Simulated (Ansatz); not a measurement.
The system is Sb.

```xyz
2
Lattice="0.0000 -2.3712 -2.3712 -2.3712 0.0000 -2.3712 2.3712 2.3712 -4.7425" Properties=species:S:1:pos:R:3 pbc="T T T"
Sb    0.2428    0.1668   -4.9034
Sb    2.1284    2.2045   -4.5816
```

The cell isn't the ideal one: all atoms moved at random, sigma 0.25 Å a component.

Base run:

| Property | Result |
| --- | --- |
| Program | Ansatz 0.2.0 |
| Functional | r2SCAN |
| Potentials or basis | Ansatz PAW |
| Cutoff | 500 eV (not typed: the program's choice for these potentials) |
| k mesh | 9 × 9 × 5 |
| Occupations | fermi-dirac, width 0.05 eV |
| Spin | no spin polarisation |

Its results: band gap on the k mesh none (metal or under the smearing width); pressure 12.5 GPa; largest force 1.532 eV/Å.

Question: The run is repeated on the same cell with these changes: functional from r2SCAN to LDA; cutoff from 500 eV (not typed: the program's choice for these potentials) to 420 eV (not typed: the program's choice for these potentials). What comes out?

Answer: Band gap on the k mesh none (metal or under the smearing width); pressure 8.2 GPa; largest force 1.541 eV/Å.

Caveats: spin-orbit coupling is left out, which moves the levels of the heavy elements; the PAW data sets come from PBE, with cores solved anew for the run's functional, which leaves a small shift of forces and pressure; forces of over 1 eV/Å show positions far from the minimum, so gaps and moduli don't describe the material at rest.
